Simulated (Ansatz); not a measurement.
# 3-layer In2Se2 (AB) in a perpendicular field, part 2 of 3

What dipole does a perpendicular field induce in the 3-layer In2Se2 (AB), and does the gap follow? A positive field points along +c.

Ansatz 0.2.0; plane-wave DFT, PBE-D3(BJ), Ansatz PAW.

So far. Step 2 (Relaxation): The lattice constant a goes from 4.134 to 4.033 Å.

**3. Single point, field 0, start network**

A sawtooth potential applies the field, turning back in the middle of the vacuum. With the dipole correction the typed value is the field outside the slab. The induced dipole is small, so the SCF threshold is tight.

The cell differs from the one that the last finished run ended in (c 74.229 → 40.005 Å).

Contents of input.yaml:

```yaml
crystal:
  lattice:
    - [4.0332127273, 0.0, 0.0]
    - [-2.0166063636, 3.4928646807, 0.0]
    - [0.0, 0.0, 40.0052093618]
  atoms:
    - { symbol: Se, position: [0.3333333333, 0.6666666667, 0.2249707012] }
    - { symbol: In, position: [0.0, 0.0, 0.2572403371] }
    - { symbol: In, position: [0.0, 0.0, 0.3270866222] }
    - { symbol: Se, position: [0.3333333333, 0.6666666667, 0.3592229925] }
    - { symbol: Se, position: [0.6666666667, 0.3333333333, 0.4329409517] }
    - { symbol: In, position: [0.3333333333, 0.6666666667, 0.4650922957] }
    - { symbol: In, position: [0.3333333333, 0.6666666667, 0.5349077043] }
    - { symbol: Se, position: [0.6666666667, 0.3333333333, 0.5670590483] }
    - { symbol: Se, position: [0.3333333333, 0.6666666667, 0.6407770075] }
    - { symbol: In, position: [0.0, 0.0, 0.6729133778] }
    - { symbol: In, position: [0.0, 0.0, 0.7427596629] }
    - { symbol: Se, position: [0.3333333333, 0.6666666667, 0.7750292988] }
kpoints:
  mp_grid: { grid: [12, 12, 1] }
  band_path:
    path: [[0, 0, 0], [0.5, 0, 0], [0.33333333, 0.33333333, 0], [0, 0, 0]]
    npoints: 16
hamiltonian:
  xc: pbe
  dispersion: d3bj
scf:
  occupations: { method: fermi_dirac, width: 0.02585 }
  convergence: { dr2_threshold: 1.0e-10 }
efield:
  axis: 3
  dipole_correction: true
  ramp_position: 0.97
  ramp_width: 0.06
  amplitude: 0
output:
  dos: { projected: true, e_range: [-6, 5] }
  write_potential: true
  write_density: true
  volumetric_format: npy
  elf: true
```

The run is started by

```
ansatz run input.yaml --threads 4 --pin off --max-ram 16384MiB --backend cpu --events-out ev --progress --plain --runs-dir out
```

Numbers of over 12 decimals in the logs are rounded to 6 here.

What it wrote:

```text
[...]
Crystal: 12 atoms, lattice volume = 563.572 Å³
Basis set: ecut = 420 eV, 11053 PW (Γ)
Bands: 105, of which v1, the nominal top of the filled ones, is band 87 counted from 1 (86 counted from 0)
Symmetry: 6 space group operations
k-points: 19 of 144 (time reversal used)
[...]
SCF iter   1: F=—  HF=-66410.980922 eV  |F-HF|=—  |Δ(HF+E_count)|=         —  Δρ=1.58e-3  dr2=7.63e-2  ethr=1.77e-3  p=0.000 e·Å  D=1.14e-13 V/Å  ΔV_dip=-0.00 eV  dr2_dipole=1.49e-10  V_vac-E_F(+/−)=5.21/5.21 eV  ⟨swp⟩=6.7  Hψ=8228  notcnv=0  defer=19
efield: sawtooth ramp at fractional position 0.9700 (set: `efield.ramp_position`, or a place that a band, a saddle search or an elastic batch's reference lends), width 0.0600; the density the first Hamiltonian is built on has a dipole p = 0.000 e·Å; the dipole correction subtracts the counter field D = 1.14e-13 V/Å, which shifts the + side's vacuum level by -0.00 eV against the − side's; the planar-averaged density in the ramp window peaks in size at 6.5e-6 e/Å³
[...]
SCF iter   2: F=—  HF=-66410.980110 eV  |F-HF|=—  |Δ(HF+E_count)|=   8.12e-4  Δρ=1.09e-3  dr2=8.44e-2  ethr=4.39e-5  p=0.000 e·Å  D=1.46e-6 V/Å  ΔV_dip=-0.00 eV  dr2_dipole=2.04e-9  V_vac-E_F(+/−)=4.88/4.88 eV  ⟨swp⟩=2.5  Hψ=3025  notcnv=0  defer=216
[...]
SCF iter  13: F=-66410.972790 eV  HF=-66410.972790 eV  |F-HF|=3.49e-10  |Δ(HF+E_count)|=  4.80e-10  Δρ=6.04e-8  dr2=4.88e-11  ethr=1.00e-12  p=-0.000 e·Å  D=-5.44e-8 V/Å  ΔV_dip=0.00 eV  dr2_dipole=6.82e-13  V_vac-E_F(+/−)=5.06/5.06 eV  ⟨swp⟩=11.4  Hψ=7226  notcnv=0
SCF 1 converged in 13 iterations: F = -66410.972790 eV  dr2 = 4.88e-11
[...]
NSCF: frozen V_eff on 49 k-points
efield: sawtooth ramp at fractional position 0.9700 (kept from the solve that this one continues, or follows in the run), width 0.0600; the density the first Hamiltonian is built on has a dipole p = -0.000 e·Å; the dipole correction subtracts the counter field D = -5.44e-8 V/Å, which shifts the + side's vacuum level by +0.00 eV against the − side's; the planar-averaged density in the ramp window peaks in size at 5.4e-6 e/Å³
[...]
SCF converged after 13 iterations
Free energy (F): -66410.972790 eV
[...]
Internal energy: -66410.972790 eV  (E = F + TS)
E sigma→0 (E₀):  -66410.972790 eV
Fermi energy:    2.735920 eV
Dipole field:    D = 0.000001 V/Å  (p = 0.000002 e·Å, saw-weighted, corrected)
Work function:   Φ+ = 5.0580 eV   Φ− = 5.0580 eV
Levels:          The Fermi level and band energies are counted from a zero that moves with the ramp; work functions are not
[...]
--- Band table (eV; the first three rows and the last of 19) ---
  k-point 0: bands = [... 83 lower, 1.4311, 1.4311, 1.6731, 2.2647, 3.1075, 3.5939, 4.0988, 4.6181, ... 14 higher]
  k-point 1: bands = [... 83 lower, 1.3662, 1.4960, 1.8597, 2.3128, 3.5538, 3.8871, 4.2920, 4.9975, ... 14 higher]
  k-point 2: bands = [... 83 lower, 1.1918, 1.5747, 1.9080, 2.2132, 4.1849, 4.3374, 4.5358, 5.2517, ... 14 higher]
  k-point 18: bands = [... 83 lower, 0.5058, 0.7130, 0.7202, 0.9766, 4.2249, 4.3601, 4.4041, 4.8381, ... 14 higher]
```

Wall time 1.8 min (4 threads of Arm Neoverse V1, shared host); peak memory 2.9 GiB.

The column dr2 measures how far the density is from self-consistency, as an energy; F and HF (Harris–Foulkes) agree once it is small.

This step gave:

| Item | Value |
| --- | --- |
| dipole along the normal | 1.89e-6 e·Å |
| gap along the path | 0.7951 eV |
| smallest direct gap along the path | 0.8428 eV |
| ionisation energy, upper face | 5.482 eV |
| electron affinity, upper face | 4.686 eV |
| gap, the smaller of path and mesh | 0.7946 eV |

Running mean over a fixed 2.5 Å (it still follows the layers) of the planar mean; the ramp of the sawtooth is left out. The electron's electrostatic potential energy less the Fermi level by z:

| z (Å) | electron's electrostatic potential energy less the Fermi level (eV) |
| --- | --- |
| 4 | 5.06 |
| 5 | 5.06 |
| 6 | 5.03 |
| 7 | 4.47 |
| 8 | 1.70 |
| 9 | -2.77 |
| 10 | -4.84 |
| 11 | -2.60 |
| 12 | -1.95 |
| 13 | -4.24 |
| 14 | -4.33 |
| 15 | -0.0751 |
| 16 | 1.29 |
| 17 | -1.42 |
| 18 | -4.96 |
| 19 | -3.51 |
| 20 | -1.82 |
| 21 | -3.49 |
| 22 | -4.96 |
| 23 | -1.44 |
| 24 | 1.29 |
| 25 | -0.0556 |
| 26 | -4.31 |
| 27 | -4.25 |
| 28 | -1.95 |
| 29 | -2.59 |
| 30 | -4.83 |
| 31 | -2.79 |
| 32 | 1.68 |
| 33 | 4.46 |
| 34 | 5.03 |
| 35 | 5.06 |
| 36 | 5.06 |

The density of states has structure finer than the step of the table below, so its rows give means over 0.2 eV, whole bins alone (the curve runs from -6 to 2.35 eV). Peaks (eV: height): -3.57: 16.8, -2.58: 15.7, -2.28: 23.8, -2.06: 18.2, -1.73: 17.7, 1.83: 17.5, 2.05: 16.0.

Density of states against energy, zero at the Fermi level of the run, which the smearing sets inside the gap; means over each step:

energy (eV), density of states (states/eV a cell) and a bar:
```
     -5.8        1.1 ##
     -5.6        7.4 ##############
     -5.4        4.6 #########
     -5.2        3.0 ######
     -5.0        2.4 ####
     -4.8        2.1 ####
     -4.6        2.0 ####
     -4.4        3.4 ######
     -4.2        1.6 ###
     -4.0        2.8 #####
     -3.8        7.5 ##############
     -3.6       10.0 ###################
     -3.4        7.7 ##############
     -3.2        6.2 ############
     -3.0       10.9 ####################
     -2.8       10.9 ####################
     -2.6       13.9 ##########################
     -2.4       13.5 #########################
     -2.2       15.9 ##############################
     -2.0       11.8 ######################
     -1.8       12.3 #######################
     -1.6        9.3 ##################
     -1.4        5.9 ###########
     -1.2        6.6 ############
     -1.0        2.8 #####
     -0.8        2.5 #####
     -0.6        0.9 ##
     -0.4        1.0 ##
     -0.2        0.0 
      0.0        0.0 
      0.2        0.0 
      0.4        0.0 
      0.6        0.1 
      0.8        0.2 
      1.0        0.5 #
      1.2        2.3 ####
      1.4        4.6 #########
      1.6       10.3 ###################
      1.8       15.3 #############################
      2.0       12.4 #######################
      2.2        7.5 ##############
```

Projected DOS per atom over height of the atomic layer and energy from the Fermi level. Layers: Se In In Se Se In In Se Se In In Se from below.

Ten even steps from '0' (0.00 states/eV) to '9' (2.40 states/eV), each cell a mean:
```
233223322332
355335533553
112112211211
000000000000
000000000000
000000000000
000000000000
000000000000
100100001001
211221122112
422442244224
612671176216
921772277129
621551155126
411341143114
322431134223
001221122100
000110011000
000000000000
100100001001
222221122222
000010010000
```
Columns: height of the atomic layer (Å) from 9 to 31.0 (not evenly spaced); rows upwards: energy from the Fermi level (eV) from -5.96 to 2.32.

Electronic bands along the path, in eV, zero at the Fermi level of the run, which the smearing sets inside the gap:

| point | band 84 | band 85 | band 86 | band 87 | band 88 | band 89 | band 90 | band 91 |
| --- | --- | --- | --- | --- | --- | --- | --- | --- |
| Γ | -1.30 | -1.30 | -1.06 | -0.47 | 0.37 | 0.86 | 1.36 | 1.88 |
| halfway | -1.77 | -1.16 | -0.96 | -0.83 | 1.62 | 1.72 | 1.87 | 1.92 |
| M | -2.18 | -1.95 | -1.76 | -1.76 | 1.03 | 1.10 | 1.36 | 1.39 |
| halfway | -2.19 | -1.83 | -1.81 | -1.76 | 1.54 | 1.66 | 1.75 | 1.86 |
| K | -2.23 | -2.02 | -2.02 | -1.76 | 1.49 | 1.62 | 1.67 | 2.10 |
| halfway | -2.07 | -1.13 | -1.01 | -0.96 | 1.95 | 2.05 | 2.15 | 2.35 |
| Γ | -1.30 | -1.30 | -1.06 | -0.47 | 0.37 | 0.86 | 1.36 | 1.88 |

Electrostatic potential energy in the ca plane at fractional y = 0.667, with atoms of Se and In within 0.2 Å of it. With pseudopotentials it is smooth inside the atoms' cores, unlike the true potential.

Values in eV, 6 rows by 16 columns, each cell a mean:
```
  8   8   8   8   8   8   7   5   0   2   4  -1   3   6   7   3
  8   8   8   8   8   8   7   5   1   2   4   0   3   6   7   4
  8   8   8   8   8   8   4  -8   0   5   6   4  -6  -3   7   5
  8   8   8   8   8   8  -4  -8  -6   6   6   3 -11 -10   6   4
  8   8   8   8   8   8  -2 -11  -5   6   6   4 -12 -10   6   5
  8   8   8   8   8   8   5  -3   2   4   5   3  -2   1   7   5
```
Columns run along c (16.0 Å, from fractional 0.04 to 0.44 of the cell; values clipped at the 3rd and 97th percentile), rows up along a (4.0 Å). Atoms in or near the plane, at fractional coordinates: Se at (0.22, 0.33), Se at (0.36, 0.33).

ELF in the ca plane at fractional y = 0.667, with atoms of Se and In within 0.2 Å of it. It is the smooth field of the valence electrons, not physical close to the nuclei.

Values, 6 rows by 16 columns, each cell a mean:
```
0.00 0.00 0.00 0.00 0.00 0.01 0.08 0.20 0.20 0.30 0.40 0.22 0.22 0.12 0.16 0.65
0.00 0.00 0.00 0.00 0.00 0.03 0.19 0.34 0.24 0.28 0.36 0.23 0.31 0.24 0.13 0.61
0.00 0.00 0.00 0.00 0.02 0.28 0.72 0.76 0.58 0.18 0.12 0.35 0.72 0.74 0.19 0.25
0.00 0.00 0.00 0.00 0.06 0.48 0.84 0.44 0.66 0.17 0.04 0.45 0.52 0.69 0.42 0.09
0.00 0.00 0.00 0.00 0.05 0.44 0.83 0.58 0.66 0.16 0.05 0.44 0.62 0.74 0.37 0.11
0.00 0.00 0.00 0.00 0.01 0.19 0.60 0.71 0.48 0.20 0.19 0.30 0.65 0.65 0.14 0.36
```
Columns run along c (16.0 Å, from fractional 0.04 to 0.44 of the cell), rows up along a (4.0 Å). Atoms in or near the plane, at fractional coordinates: Se at (0.22, 0.33), Se at (0.36, 0.33).

Valence density in the ca plane at fractional y = 0.667, with atoms of Se and In within 0.2 Å of it. It is the smooth field of the valence electrons, not physical close to the nuclei.

Ten steps, logarithmic in the rise over the least value, from '0' (0 e/Å³) to '9' (29 e/Å³), each cell a mean:
```
00000000000000000000000110000001110000000011
00000000000000000000000111000001100000000011
00000000000000000000000110000001110000000011
00000000000000000000111100000000111110000001
00000000000000000012221100000000112221000000
00000000000000000124653110000000124652100000
00000000000000000137984210000000137984100000
00000000000000000137994210000000137984200000
00000000000000000124653110000000125653100000
00000000000000000012222100000000112221000000
00000000000000000001111100000000111110000001
```
Columns run along c (16.0 Å, from fractional 0.04 to 0.44 of the cell), rows up along a (4.0 Å). Atoms in or near the plane, at fractional coordinates: Se at (0.22, 0.33), Se at (0.36, 0.33).

The gap is 0.79 eV, with the valence edge 5.48 eV and the conduction edge 4.69 eV under the upper vacuum level.

**4. Atoms held, field 0.05 V/Å**

Changes to input.yaml since step 3:

```diff
@@ -34,5 +34,4 @@
   ramp_width: 0.06
-  amplitude: 0
+  amplitude: 0.05
 output:
-  dos: { projected: true, e_range: [-6, 5] }
   write_potential: true
@@ -40,2 +39 @@
   volumetric_format: npy
-  elf: true
```

What it wrote:

```text
[...]
Crystal: 12 atoms, lattice volume = 563.572 Å³
Basis set: ecut = 420 eV, 11053 PW (Γ)
Bands: 105, of which v1, the nominal top of the filled ones, is band 87 counted from 1 (86 counted from 0)
Symmetry: 6 space group operations
k-points: 19 of 144 (time reversal used)
[...]
k-point 0: bands = [... 83 lower, 1.4597, 1.4597, 1.6735, 2.2657, 3.1056, 3.5946, 4.0997, 4.5950, ... 14 higher]
  k-point 1: bands = [... 83 lower, 1.3904, 1.4939, 1.8603, 2.3147, 3.5501, 3.8886, 4.2939, 4.9601, ... 14 higher]
  k-point 2: bands = [... 83 lower, 1.2104, 1.5716, 1.9082, 2.2161, 4.1773, 4.3394, 4.5409, 5.2382, ... 14 higher]
  k-point 18: bands = [... 83 lower, 0.5071, 0.6694, 0.7637, 0.9776, 4.2243, 4.3306, 4.4335, 4.8275, ... 14 higher]
[key lines of the parts left out:]
SCF converged after 17 iterations
Free energy (F): -66410.974936 eV
Fermi energy:    2.735958 eV
Dipole field:    D = 0.027566 V/Å  (p = 0.085854 e·Å, saw-weighted, corrected)
```

Run time: 1.9 min. Hardware: 4 threads; peak memory 2.5 GiB.

The dipole is 0.0859 e·Å, and the gap 0.791 eV.

**5. Atoms held, field -0.05 V/Å**

Changes to input.yaml since step 4:

```diff
@@ -34,3 +34,3 @@
   ramp_width: 0.06
-  amplitude: 0.05
+  amplitude: -0.05
 output:
```

What it wrote:

```text
[...]
Crystal: 12 atoms, lattice volume = 563.572 Å³
Basis set: ecut = 420 eV, 11053 PW (Γ)
Bands: 105, of which v1, the nominal top of the filled ones, is band 87 counted from 1 (86 counted from 0)
Symmetry: 6 space group operations
k-points: 19 of 144 (time reversal used)
[...]
k-point 0: bands = [... 83 lower, 1.4597, 1.4597, 1.6735, 2.2657, 3.1056, 3.5946, 4.0997, 4.5950, ... 14 higher]
  k-point 1: bands = [... 83 lower, 1.3904, 1.4939, 1.8603, 2.3147, 3.5501, 3.8886, 4.2939, 4.9601, ... 14 higher]
  k-point 2: bands = [... 83 lower, 1.2104, 1.5716, 1.9082, 2.2161, 4.1773, 4.3394, 4.5409, 5.2382, ... 14 higher]
  k-point 18: bands = [... 83 lower, 0.5071, 0.6694, 0.7637, 0.9776, 4.2243, 4.3306, 4.4335, 4.8275, ... 14 higher]
[key lines of the parts left out:]
SCF converged after 17 iterations
Free energy (F): -66410.974936 eV
Fermi energy:    2.735958 eV
Dipole field:    D = -0.027566 V/Å  (p = -0.085853 e·Å, saw-weighted, corrected)
```

The job ended after 1.9 min (4 threads; peak memory 2.5 GiB; 7.4 min of CPU time).

The dipole is -0.0859 e·Å, and the gap 0.791 eV.

**6. Atoms held, field 0.1 V/Å**

Changes to input.yaml since step 5:

```diff
@@ -34,3 +34,3 @@
   ramp_width: 0.06
-  amplitude: -0.05
+  amplitude: 0.1
 output:
```

What it wrote:

```text
[...]
Crystal: 12 atoms, lattice volume = 563.572 Å³
Basis set: ecut = 420 eV, 11053 PW (Γ)
Bands: 105, of which v1, the nominal top of the filled ones, is band 87 counted from 1 (86 counted from 0)
Symmetry: 6 space group operations
k-points: 19 of 144 (time reversal used)
[...]
k-point 0: bands = [... 83 lower, 1.5049, 1.5049, 1.6744, 2.2689, 3.1000, 3.5963, 4.1025, 4.5564, ... 14 higher]
  k-point 1: bands = [... 83 lower, 1.4321, 1.4880, 1.8620, 2.3202, 3.5392, 3.8926, 4.2995, 4.9149, ... 14 higher]
  k-point 2: bands = [... 83 lower, 1.2464, 1.5626, 1.9087, 2.2249, 4.1565, 4.3440, 4.5554, 5.2051, ... 14 higher]
  k-point 18: bands = [... 83 lower, 0.5385, 0.6224, 0.8103, 0.9806, 4.2224, 4.2861, 4.4771, 4.8016, ... 14 higher]
[key lines of the parts left out:]
SCF converged after 17 iterations
Free energy (F): -66410.981376 eV
Fermi energy:    2.736085 eV
Dipole field:    D = 0.055144 V/Å  (p = 0.171745 e·Å, saw-weighted, corrected)
```

Elapsed: 1.9 min, on 4 threads; peak memory 2.5 GiB.

The dipole is 0.172 e·Å, and the gap 0.780 eV.

**7. Single point, field -0.1 V/Å**

Changes to input.yaml since step 6:

```diff
@@ -34,3 +34,3 @@
   ramp_width: 0.06
-  amplitude: 0.1
+  amplitude: -0.1
 output:
```

What it wrote:

```text
[...]
Crystal: 12 atoms, lattice volume = 563.572 Å³
Basis set: ecut = 420 eV, 11053 PW (Γ)
Bands: 105, of which v1, the nominal top of the filled ones, is band 87 counted from 1 (86 counted from 0)
Symmetry: 6 space group operations
k-points: 19 of 144 (time reversal used)
[...]
k-point 0: bands = [... 83 lower, 1.5049, 1.5049, 1.6744, 2.2689, 3.1000, 3.5963, 4.1025, 4.5564, ... 14 higher]
  k-point 1: bands = [... 83 lower, 1.4321, 1.4880, 1.8620, 2.3202, 3.5392, 3.8926, 4.2995, 4.9149, ... 14 higher]
  k-point 2: bands = [... 83 lower, 1.2464, 1.5626, 1.9087, 2.2249, 4.1565, 4.3440, 4.5554, 5.2051, ... 14 higher]
  k-point 18: bands = [... 83 lower, 0.5385, 0.6224, 0.8103, 0.9806, 4.2224, 4.2861, 4.4771, 4.8016, ... 14 higher]
[key lines of the parts left out:]
SCF converged after 17 iterations
Free energy (F): -66410.981376 eV
Fermi energy:    2.736086 eV
Dipole field:    D = -0.055144 V/Å  (p = -0.171744 e·Å, saw-weighted, corrected)
```

Wall time 1.9 min (4 threads); peak memory 2.5 GiB.

The dipole is -0.172 e·Å, and the gap 0.780 eV.

**8. Atoms held, field 0.2 V/Å**

Changes to input.yaml since step 7:

```diff
@@ -34,3 +34,3 @@
   ramp_width: 0.06
-  amplitude: -0.1
+  amplitude: 0.2
 output:
```

What it wrote:

```text
[...]
Crystal: 12 atoms, lattice volume = 563.572 Å³
Basis set: ecut = 420 eV, 11053 PW (Γ)
Bands: 105, of which v1, the nominal top of the filled ones, is band 87 counted from 1 (86 counted from 0)
Symmetry: 6 space group operations
k-points: 19 of 144 (time reversal used)
[...]
k-point 0: bands = [... 83 lower, 1.6057, 1.6057, 1.6774, 2.2810, 3.0790, 3.6025, 4.1128, 4.4755, ... 14 higher]
  k-point 1: bands = [... 83 lower, 1.4665, 1.5294, 1.8680, 2.3414, 3.4999, 3.9054, 4.3213, 4.8242, ... 14 higher]
  k-point 2: bands = [... 83 lower, 1.3359, 1.5292, 1.9102, 2.2578, 4.0918, 4.3519, 4.6060, 5.1215, ... 14 higher]
  k-point 18: bands = [... 83 lower, 0.5285, 0.6150, 0.9025, 0.9933, 4.1937, 4.2144, 4.5665, 4.7333, ... 14 higher]
[key lines of the parts left out:]
SCF converged after 17 iterations
Free energy (F): -66411.007143 eV
Fermi energy:    2.736884 eV
Dipole field:    D = 0.110330 V/Å  (p = 0.343624 e·Å, saw-weighted, corrected)
```

Wall time 1.9 min (4 threads); peak memory 2.5 GiB.

The dipole is 0.344 e·Å, and the gap 0.736 eV.

**9. Atoms held, field -0.2 V/Å**

Changes to input.yaml since step 8:

```diff
@@ -34,3 +34,3 @@
   ramp_width: 0.06
-  amplitude: 0.2
+  amplitude: -0.2
 output:
```

What it wrote:

```text
[...]
Crystal: 12 atoms, lattice volume = 563.572 Å³
Basis set: ecut = 420 eV, 11053 PW (Γ)
Bands: 105, of which v1, the nominal top of the filled ones, is band 87 counted from 1 (86 counted from 0)
Symmetry: 6 space group operations
k-points: 19 of 144 (time reversal used)
[...]
k-point 0: bands = [... 83 lower, 1.6057, 1.6057, 1.6774, 2.2810, 3.0790, 3.6025, 4.1128, 4.4755, ... 14 higher]
  k-point 1: bands = [... 83 lower, 1.4665, 1.5294, 1.8680, 2.3414, 3.4999, 3.9054, 4.3213, 4.8242, ... 14 higher]
  k-point 2: bands = [... 83 lower, 1.3359, 1.5292, 1.9102, 2.2578, 4.0918, 4.3519, 4.6060, 5.1215, ... 14 higher]
  k-point 18: bands = [... 83 lower, 0.5285, 0.6150, 0.9025, 0.9933, 4.1937, 4.2144, 4.5665, 4.7333, ... 14 higher]
[key lines of the parts left out:]
SCF converged after 17 iterations
Free energy (F): -66411.007143 eV
Fermi energy:    2.736884 eV
Dipole field:    D = -0.110331 V/Å  (p = -0.343624 e·Å, saw-weighted, corrected)
```

Wall time 1.9 min (4 threads); peak memory 2.5 GiB; 7.7 min of CPU time.

The dipole is -0.344 e·Å, and the gap 0.736 eV.

(Continued in part 3 of 3.)

[Logs are printed without paths, hosts, clocks, repeated set-up lines and the standing remarks that a program may print on its own settings, such as how far it seeks lower states.]

[Hosts, paths, dates, database ids (printed as entryN), source tags and the programs' standing remarks are cut or masked in the printed files.]

[Maps of the electrostatic potential energy from Ansatz leave out the sawtooth potential of an applied field or a dipole correction, so their vacuum need not be flat; planar profiles and work functions include it.]

[The density of states shown here was stored with 400 of the rows of the run's finer table, so its peaks can read low, often by over a quarter, or be missed, and its means over a window can be off by a tenth or more.]
